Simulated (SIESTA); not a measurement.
Crystal: SnO.

```
CELL_PARAMETERS angstrom
3.81370 0.00000 0.00000
0.00000 3.81370 0.00000
0.00000 0.00000 4.88691
ATOMIC_POSITIONS crystal
Sn 0.50000 0.00000 0.76463
Sn 0.00000 0.50000 0.23537
O 0.00000 0.00000 0.00000
O 0.50000 0.50000 0.00000
```

The cell is a database's computed one.

Base run:

* Program: SIESTA 5.4.2
* Functional: vdW-DF-cx
* Potentials or basis: PseudoDojo 0.4 standard (PBE files)
* Basis: DZP (energy shift 0.003 Ry; two zetas on semicore shells)
* Grid cutoff: 800 Ry
* Energy shift: 0.003 Ry
* k mesh: 7 × 7 × 6
* Occupations: fermi-dirac, width 0.05 eV
* Spin: no spin polarisation

Its results: band gap on the k mesh 0.41 eV, indirect (least direct gap 1.95 eV); pressure 3.9 GPa; largest force 0.851 eV/Å.

Question: After a change of settings the same cell gave: band gap on the k mesh 0.54 eV, indirect (least direct gap 2.15 eV); pressure 11.0 GPa; largest force 1.261 eV/Å. Which change was it?
A. functional from vdW-DF-cx to vdW-DF2
B. functional from vdW-DF-cx to vdW-DF
C. functional from vdW-DF-cx to VV10
D. functional from vdW-DF-cx to vdW-DF-C09

Answer: B.

Caveats: the potentials were made for another functional, which shifts forces and pressure; spin-orbit coupling is left out, which moves the levels of the heavy elements; an odd mesh through Γ misses points on the zone boundary, where band edges often lie; the basis of atomic orbitals isn't converged, which shifts pressures, moduli and gaps.
